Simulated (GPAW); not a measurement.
## GaAs: single point with PBE

**Experimental background.**

From “Evidence of valence band perturbations in GaAsN/GaAs(001): A combined variable-angle spectroscopic ellipsometry and modulated photoreflectance investigation”, 2008, arxiv:0805.2212, for a bulk crystal of GaAs at 300 K: band gap 1.418 ± 0.005 eV (direct).

Crystal: GaAs.

```xyz
2
Lattice="0.0000 2.8268 2.8268 2.8268 0.0000 2.8268 2.8268 2.8268 0.0000" Properties=species:S:1:pos:R:3 pbc="T T T"
As    4.2403    4.2403    4.2403
Ga    0.0000    0.0000    0.0000
```

```yaml
Program: GPAW 26.7.0
Task: single point
Functional: PBE
Potentials_or_basis: GPAW PAW data sets (gpaw-data 1.2.1)
Cutoff: 600 eV
Basis: pw
k_mesh: 8 × 8 × 8
Occupations: gaussian, width 0.03 eV
Spin: no spin polarisation
```

| Quantity | Value |
| --- | --- |
| Pressure | 4.3 GPa |
| Band gap on the k mesh | 0.59 eV, direct |

Levels at points of the mesh, in eV from the valence-band top:
```tsv
k point	band 1	band 2	band 3	band 4	band 5	band 6	band 7
(0.00, 0.00, 0.00)	-12.70	0.00	0.00	0.00	0.59	3.77	3.77
(0.50, 0.50, 0.00)	-10.34	-6.79	-2.66	-2.66	1.48	1.68	10.22
(0.50, 0.50, 0.50)	-11.06	-6.61	-1.13	-1.13	1.05	4.67	4.67
```

Wall time 10 s on 1 thread of Arm Neoverse V1, on a shared host, peak memory 0.15 GiB.

Against the measured gap of GaAs, 1.418 eV (direct; 300 K; “Evidence of valence band perturbations in GaAsN/GaAs(001): A combined variable-angle spectroscopic ellipsometry and modulated photoreflectance investigation”, 2008, arxiv:0805.2212), the calculated 0.59 eV is off by -0.83 eV. 3 values of this kind are on record (1.412 to 1.51 eV); this one was drawn at random among those near their median, those with a stated uncertainty first. Spin-orbit coupling on As, Ga is left out. The value is that of PBE on a finite k mesh, which can miss the band edges, without temperature or zero-point motion. Semilocal functionals fall short of measured gaps as a rule.
